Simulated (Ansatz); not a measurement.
Runs of Ansatz 0.2.0 on TiCo. Symmetry: Pm-3m, No. 221, cubic system. Conventional cell: a = 2.986 Å, b = 2.986 Å, c = 2.986 Å, α = 90.00°, β = 90.00°, γ = 90.00°. Co (site symmetry m-3m) has 8 Ti at 2.59 Å as nearest neighbours. Around Ti (site symmetry m-3m) lie 8 Co at 2.59 Å. The cell comes from a database or a generator and needn't be the stable form of this composition.

```csv
task,level,cell,cutoff (eV),smearing,gap on the mesh (eV),pressure (GPa),moment (μB),relaxed volume (Å³/atom)
single point,PBE,as given,279,gaussian 0.024 eV,none,-0.5,0.84,-
relaxation of cell and atoms,BLYP+D4,relaxed,-,fermi-dirac 0.05 eV,-,0.0,0.77,(b)
relaxation of cell and atoms,revPBE+D4,relaxed,-,fermi-dirac 0.05 eV,-,0.0,(c),13.06
single point,PBE,as given,279,gaussian 0.027 eV,none,-0.5,0.84,-
relaxation of cell and atoms,RPBE+D4,relaxed,-,fermi-dirac 0.05 eV,-,0.0,0.84,(a)
single point,PBE,as given,279,gaussian 0.05 eV,none,-0.5,0.84,-
single point,PBE,as given,279,gaussian 0.021 eV,none,-0.5,0.84,-
relaxation of cell and atoms,revPBE+D3(BJ),relaxed,-,fermi-dirac 0.05 eV,-,0.0,0.78,12.52
single point,PBE,as given,279,gaussian 0.025 eV,none,-0.5,0.84,-
single point,PBE,as given,279,gaussian 0.1 eV,none,-0.5,0.84,-
band structure,LDA,as given,278,fermi-dirac 0.05 eV,-,-14.7,0.49,-
single point,PBE,as given,279,gaussian 0.017 eV,none,-0.5,0.84,-
```

Alike in all rows: potentials or basis all-electron LAPW, scalar-relativistic; spin collinear, ferromagnetic start; k mesh 9 × 9 × 9; basis error allowed 0.001 eV/atom.

Question: Estimate the missing entries.

Answer: (a) 13.09; (b) 13.12; (c) 0.83.

A gap of «none» marks a metal or a gap under the smearing width.

The runs don't all hold the same shells in valence.
